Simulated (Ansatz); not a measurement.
# Gap against strain: (9,0) GaN nanotube

Set-up. Ansatz 0.2.0, plane waves with PAW datasets, PBE, Fermi-Dirac smearing of 0.05 eV, no spin-orbit coupling. The period is scaled from its relaxed value of 5.536 Å and the atoms relax, within the symmetry of the start, at each strain ε (in %); gaps, in eV, are read on a band path.

```
period (Å)  energy (eV a cell)  place of the conduction minimum (Γ = 0, Z = 1)   ε    gap
     5.314              +0.795                                            0.00  −4  2.024
     5.425              +0.201                                            0.00  −2  2.031
     5.536               0.000                                            0.00   0  1.954
     5.647              +0.206                                            0.00   2  1.849
     5.757              +0.825                                            0.00   4   1.71
```

One run is withheld: period (Å) = 5.868, with ε = 6. Fit a straight line gap = a + b × ε to the 5 rows shown and predict it.

**Fit.** The means are 0 for ε and 1.913 for gap. The sum of products of deviations is −1.623 and the sum of squares in ε is 40, so b = −1.623 / 40 = −0.04057 and a = 1.913 − (−0.04057) × 0 = 1.913. The residuals' standard deviation, with 3 degrees of freedom, is σ = 0.05.

**Prediction.** gap = 1.913 + (−0.04057) × 6 = 1.67. The run gave 1.545, so the prediction less the run is +0.13. The standard error of a prediction there, σ√(1 + 1/5 + (6 − 0)²/40), is 0.073, and the miss is 1.7 times that, for a point outside the fitted range. With so few rows σ is itself uncertain.

The gap does not move one way: it turns somewhere between ε = -4 and 0 %, and the true extreme can lie between the rows, beyond the values shown.

**Limits.** Kohn-Sham gaps of a wire among periodic images, which in a check on one flat ribbon (7 Å apart) lowered the gap by 0.2 eV and flattened the slope; the slope b × 100 is a mean deformation potential of the gap, in eV per unit strain. Between neighbouring runs it lies between −8.2 and 0.3 eV, so a bend, a kink or scatter between runs makes one line a rough account. The unstrained row comes from a denser mesh than the others, which shifts its energy a little. Series of this kind are told only where this holds: a gap at every strain (compound wires with polar facets were set aside first). 88 of 101 did.

[Logs are printed without paths, hosts, clocks, repeated set-up lines and the standing remarks that a program may print on its own settings, such as how far it seeks lower states.]
